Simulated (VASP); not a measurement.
# PbO (Litharge) (P4/nmm) in VASP: a series of runs, part 2 of 2

VASP 6.6.1. The steps go on from the part before.

**4. Single point, LDA**

Input file INCAR:

```
SYSTEM = PbO
PREC = Accurate ; ENCUT = 400
EDIFF = 1E-6 ; ISMEAR = 0
SIGMA = 0.05 ; LREAL = .False.
LASPH = .True. ; NELM = 100
ALGO = Normal ; ISIF = 2
LWAVE = .False. ; LCHARG = .False.
ADDGRID = .False.
```

Input file KPOINTS:

```
regular mesh
0
Gamma
  4 4 3
  0 0 0
```

Input file POSCAR:

```
PbO
1.0
    3.9900000000      0.0000000000      0.0000000000
    0.0000000000      3.9900000000      0.0000000000
    0.0000000000      0.0000000000      5.0100000000
Pb O
2 2
Direct
    0.5000000000      0.0000000000      0.7600000000
    0.0000000000      0.5000000000      0.2400000000
    0.5000000000      0.5000000000      0.0000000000
    0.0000000000      0.0000000000      0.0000000000
```

Potentials or basis: VASP PAW LDA potentials, release 64 (Pb_d, O).

Command:

```bash
> cat potpaw_LDA.64/Pb_d/POTCAR potpaw_LDA.64/O/POTCAR > POTCAR
> mpirun -np 1 vasp_std > vasp.out
```

OUTCAR:

```text
SYSTEM = PbO
   PREC = Accurate
   ENCUT = 400
   EDIFF = 1E-6
   ISMEAR = 0
   LREAL = .False.
   LASPH = .True.
   NELM = 100
   ISIF = 2

 Found     12 irreducible k-points:

 Following reciprocal coordinates:
            Coordinates               Weight
  0.000000  0.000000  0.000000      1.000000
  0.250000  0.000000  0.000000      4.000000
  0.500000  0.000000  0.000000      2.000000
  0.250000  0.250000  0.000000      4.000000
  0.500000  0.250000  0.000000      4.000000
  0.500000  0.500000  0.000000      1.000000
   k-points           NKPTS =     12   k-points in BZ     NKDIM =     12   number of bands    NBANDS=     24
   number of dos      NEDOS =    301   number of ions     NIONS =      4
   total plane-waves  NPLWV =  28224
   dimension x,y,z NGX =    28 NGY =   28 NGZ =   36
   dimension x,y,z NGXF=    56 NGYF=   56 NGZF=   72
   ions per type =               2   2
   NGX,Y,Z   is equivalent  to a cutoff of  11.67, 11.67, 11.95 a.u.
   NGXF,Y,Z  is equivalent  to a cutoff of  23.33, 23.33, 23.89 a.u.
 SYSTEM =  PbO
   PREC   = accura    normal or accurate (medium, high low for compatibility)
   ISTART =      0    job   : 0-new  1-cont  2-samecut
   ICHARG =      2    charge: 1-file 2-atom 10-const
   ISPIN  =      1    spin polarized calculation?
   LNONCOLLINEAR =      F non collinear calculations
   LSORBIT =      F    spin-orbit coupling
   LASPH  =      T    aspherical Exc in radial PAW
   ENCUT  =  400.0 eV  29.40 Ry    5.42 a.u.   6.51  6.51  8.17*2*pi/ulx,y,z
   NELM   =    100;   NELMIN=  2; NELMDL= -5     # of ELM steps
   EDIFF  = 0.1E-05   stopping-criterion for ELM
   LREAL  =      F    real-space projection
   EDIFFG = 0.1E-04   stopping-criterion for IOM
   NSW    =      0    number of steps for IOM
   IBRION =     -1    ionic relax: 0-MD 1-quasi-New 2-CG
[... 8 lines left out ...]
   EMIN   =  10.00;   EMAX   =-10.00  energy-range for DOS
   EFERMI =   0.00;   METHOD = LEGACY
   ISMEAR =     0;   SIGMA  =   0.05  broadening in eV -4-tet -1-fermi 0-gaus
   EFERMI_NEDOS =   21; number of points for ismear=-14 and -15
   IALGO  =     38    algorithm
   IMIX   =      4    mixing-type and parameters
     AMIX     =   0.40;   BMIX     =  1.00
     AMIX_MAG =   1.60;   BMIX_MAG =  1.00
  volume/ion in A,a.u.               =      19.94       134.56
  Fermi-wavevector in a.u.,A,eV,Ry     =   1.300670  2.457909 23.017539  1.691741
  Thomas-Fermi vector in A             =   2.431853
   LORBIT       =      0    0 simple, 1 ext, 2 COOP (PROOUT), +10 PAW based schemes
   GGA     = CA    functional components
   LHFCALC =     F    Hartree Fock is set to
   AEXX    =    0.0000 exact exchange contribution
   IVDW    =     0    specifies the selected vdW correction
   LEPSILON=     F    determine dielectric tensor
   LRPA    =     F    only Hartree local field effects (RPA)
 non-spin polarized calculation
 Gauss-broadening in eV      SIGMA  =   0.05
  energy-cutoff  :      400.00
  volume of cell :       79.76
 maximum number of plane-waves:      1465
 NGX is ok and might be reduce to    28
   NGX = 13   NGY = 13   NGZ = 17

 number of electron      40.0000035 magnetization

 Free energy of the ion-electron system (eV)
  ---------------------------------------------------
  ext. energy  EPLUGINS =         0.00000000
  ---------------------------------------------------
  free energy    TOTEN  =       -24.40103847 eV

  energy without entropy =      -24.40103847  energy(sigma->0) =      -24.40103847

 E-fermi :   4.9471     XC(G=0): -10.2897

 val. band max:        4.7364735811   @ k =   0.0000   0.0000   0.0000
 cond. band min:       5.8409827200   @ k =   0.5000   0.5000   0.0000
 fundamental gap:      1.1045091389
 Fermi energy:         4.9470754866

 k-point     1 :       0.0000    0.0000    0.0000
  band No.  band energies     occupation
      1     -13.2627      2.00000
      2     -12.7863      2.00000
      3     -11.1808      2.00000
      4     -11.1808      2.00000
      5     -11.1161      2.00000
      6     -11.1032      2.00000
[... 16 lines left out ...]
     23      10.2435      0.00000
     24      10.2435      0.00000

 k-point     2 :       0.2500    0.0000    0.0000
  band No.  band energies     occupation
      1     -13.1489      2.00000
      2     -12.8245      2.00000
      3     -11.1509      2.00000
      4     -11.1485      2.00000
      5     -11.0716      2.00000
      6     -11.0712      2.00000
[... 16 lines left out ...]
     23      10.1778      0.00000
     24      10.5627      0.00000

 k-point     3 :       0.5000    0.0000    0.0000
  band No.  band energies     occupation
      1     -12.9549      2.00000
      2     -12.9549      2.00000
      3     -11.0856      2.00000
      4     -11.0856      2.00000
      5     -11.0852      2.00000
      6     -11.0852      2.00000
[... 16 lines left out ...]
     23      11.2709      0.00000
     24      11.2712      0.00000

 k-point     4 :       0.2500    0.2500    0.0000
  band No.  band energies     occupation
      1     -13.0715      2.00000
      2     -12.8530      2.00000
      3     -11.1423      2.00000
      4     -11.0887      2.00000
      5     -11.0482      2.00000
      6     -11.0471      2.00000
[... 16 lines left out ...]
     23       9.4017      0.00000
     24       9.8144      0.00000

 k-point     5 :       0.5000    0.2500    0.0000
  band No.  band energies     occupation
      1     -12.9433      2.00000
      2     -12.9433      2.00000
      3     -11.0689      2.00000
      4     -11.0689      2.00000
      5     -11.0624      2.00000
      6     -11.0624      2.00000
[... 16 lines left out ...]
     23      10.0798      0.00000
     24      10.0798      0.00000

 k-point     6 :       0.5000    0.5000    0.0000
  band No.  band energies     occupation
      1     -12.9374      2.00000
      2     -12.9374      2.00000
      3     -11.0902      2.00000
      4     -11.0902      2.00000
      5     -10.9894      2.00000
      6     -10.9894      2.00000
[... 16 lines left out ...]
     23       9.9017      0.00000
     24       9.9017      0.00000

 [... further k-points ...]
[... 5 lines left out ...]
  --------------------------------------------------------------------------------------
  -------------------------------------------------------------------------------------
  Total       -2.9535248     -2.9535248     -2.8692751      0.0000000     -0.0000000      0.0000000
  in kB      -59.3290904    -59.3290904    -57.6367186      0.0000000     -0.0000000      0.0000000
  external PRESSURE =     -58.7649665 kB  Pullay stress =       0.0000000 kB

 VOLUME and BASIS-vectors are now :
 -----------------------------------------------------------------------------
  energy-cutoff  :      400.00
  volume of cell :       79.76
      direct lattice vectors                 reciprocal lattice vectors
     3.990000000  0.000000000  0.000000000     0.250626566  0.000000000  0.000000000
     0.000000000  3.990000000  0.000000000     0.000000000  0.250626566  0.000000000
     0.000000000  0.000000000  5.010000000     0.000000000  0.000000000  0.199600798

 POSITION                                       TOTAL-FORCE (eV/Angst)
 -----------------------------------------------------------------------------------
      1.99500      0.00000      3.80760        -0.000000      0.000000      0.546600
      0.00000      1.99500      1.20240         0.000000      0.000000     -0.546600
      1.99500      1.99500      0.00000         0.000000      0.000000      0.000000
      0.00000      0.00000      0.00000         0.000000     -0.000000      0.000000
 -----------------------------------------------------------------------------------
    total drift:                                0.000000      0.000000     -0.000000

  FREE ENERGIE OF THE ION-ELECTRON SYSTEM (eV)
  ---------------------------------------------------
  free  energy   TOTEN  =       -24.4010384713 eV

  energy  without entropy=      -24.4010384713  energy(sigma->0) =      -24.40103847
```

OSZICAR:

```text
N       E                     dE             d eps       ncg     rms          rms(c)
DAV:   1     0.402173554241E+03    0.40217E+03   -0.17149E+04   576   0.163E+03
DAV:   2     0.220531535501E+02   -0.38012E+03   -0.37433E+03   608   0.445E+02
DAV:   3    -0.274138962745E+02   -0.49467E+02   -0.47310E+02   800   0.176E+02
DAV:   4    -0.287446090713E+02   -0.13307E+01   -0.13302E+01   632   0.336E+01
DAV:   5    -0.287929077457E+02   -0.48299E-01   -0.48291E-01   808   0.586E+00    0.117E+01
DAV:   6    -0.247086822919E+02    0.40842E+01   -0.32867E+01   896   0.447E+01    0.547E+00
DAV:   7    -0.244707171208E+02    0.23797E+00   -0.32986E+00   768   0.135E+01    0.245E+00
DAV:   8    -0.244262282007E+02    0.44489E-01   -0.78938E-01   688   0.620E+00    0.116E+00
DAV:   9    -0.244000590779E+02    0.26169E-01   -0.12769E-01   920   0.315E+00    0.268E-01
DAV:  10    -0.244010581135E+02   -0.99904E-03   -0.17121E-02   592   0.783E-01    0.528E-02
DAV:  11    -0.244011244406E+02   -0.66327E-04   -0.79719E-04   904   0.211E-01    0.765E-02
DAV:  12    -0.244010443303E+02    0.80110E-04   -0.21012E-04   824   0.167E-01    0.271E-02
DAV:  13    -0.244010392019E+02    0.51285E-05   -0.38783E-05   824   0.413E-02    0.871E-03
DAV:  14    -0.244010384713E+02    0.73054E-06   -0.26927E-06   520   0.117E-02
   1 F= -.24401038E+02 E0= -.24401038E+02  d E =-.115937E-10
```

stdout:

```text
POSCAR found type information on POSCAR PbO
 POSCAR found :  2 types and       4 ions
 scaLAPACK will be used
 LDA part: xc-table for (Slater(with rela. corr.)+CA(PZ))
 , standard interpolation
 POSCAR, INCAR and KPOINTS ok, starting setup
 FFT: planning ... GRIDC
 FFT: planning ... GRID_SOFT
 FFT: planning ... GRID
 WAVECAR not read
 entering main loop
```

Wall time 12 s (1 thread of Intel Xeon Platinum 8488C (Sapphire Rapids), shared host); peak memory 0.15 GiB.

The run converged, but some of its settings lie outside the range that counts as converged, so its numbers aren't taken as properties of the crystal.

What came out:

* Free energy: -24.4010 eV
* Largest force: 0.547 eV/Å
* Band gap on the k mesh: 1.10 eV, indirect (least direct gap 2.06 eV)

Caveat: the cutoff is under 1.25 times the usual one of these potentials, so pressure, stress and relaxed cells hold a basis-set (Pulay) error; spin-orbit coupling is left out, which as a rule narrows the gap of such compounds by several tenths of an eV; an odd mesh through Γ misses points on the zone boundary, where band edges often lie.

**5. Single point, LDA**

Input file INCAR:

```
SYSTEM = PbO
PREC = Accurate ; ENCUT = 400
EDIFF = 1E-7 ; ISMEAR = 0
SIGMA = 0.05 ; LREAL = .False.
LASPH = .True. ; NELM = 100
ALGO = Normal ; ISIF = 2
LWAVE = .False. ; LCHARG = .False.
ADDGRID = .True.
```

KPOINTS is that of step 4.

POSCAR is that of step 4.

Command:

```bash
> cat potpaw_LDA.64/Pb_d/POTCAR potpaw_LDA.64/O/POTCAR > POTCAR
> mpirun -np 1 vasp_std > vasp.out
```

Wall time 20 s (1 thread of Intel Xeon Platinum 8488C (Sapphire Rapids), shared host); peak memory 0.22 GiB.

The run converged, but some of its settings lie outside the range that counts as converged, so its numbers aren't taken as properties of the crystal.

Results:

| Item | Value |
| --- | --- |
| Free energy | -24.4010 eV |
| Largest force | 0.547 eV/Å |
| Band gap on the k mesh | 1.10 eV, indirect (least direct gap 2.06 eV) |

Caveat: the cutoff is under 1.25 times the usual one of these potentials, so pressure, stress and relaxed cells hold a basis-set (Pulay) error; spin-orbit coupling is left out, which as a rule narrows the gap of such compounds by several tenths of an eV; an odd mesh through Γ misses points on the zone boundary, where band edges often lie.

**6. Single point, LDA**

Input file INCAR:

```
SYSTEM = PbO
PREC = Accurate ; ENCUT = 400
EDIFF = 1E-7 ; ISMEAR = 0
SIGMA = 0.05 ; LREAL = .False.
LASPH = .False. ; NELM = 100
ALGO = Normal ; ISIF = 2
LWAVE = .False. ; LCHARG = .False.
ADDGRID = .False.
```

KPOINTS is that of step 5.

POSCAR is that of step 5.

Potentials or basis: VASP PAW LDA potentials, release 64 (Pb_d, O).

Command:

```bash
> cat potpaw_LDA.64/Pb_d/POTCAR potpaw_LDA.64/O/POTCAR > POTCAR
> mpirun -np 1 vasp_std > vasp.out
```

Run time: 14 s. Hardware: 1 thread of Intel Xeon Platinum 8488C (Sapphire Rapids), shared host; peak memory 0.15 GiB.

These settings aren't checked as converged: the numbers below hold their error.

Results:

```
Free energy            : -24.4010 eV
Largest force          : 0.547 eV/Å
Band gap on the k mesh : 1.10 eV, indirect (least direct gap 2.06 eV)
```

Caveat: the cutoff is under 1.25 times the usual one of these potentials, so pressure, stress and relaxed cells hold a basis-set (Pulay) error; spin-orbit coupling is left out, which as a rule narrows the gap of such compounds by several tenths of an eV; an odd mesh through Γ misses points on the zone boundary, where band edges often lie.

**7. For comparison**

An earlier run on the cell as given: functional PBEsol; potentials or basis VASP PAW PBE potentials, release 64 (Pb_d, O); cutoff 520 eV; k mesh 7 × 7 × 6; occupations fermi-dirac, width 0.05 eV; no spin polarisation.

* Pressure: -0.8 GPa
* Largest force: 0.288 eV/Å
* Band gap on the k mesh: 1.37 eV, indirect (least direct gap 2.29 eV)
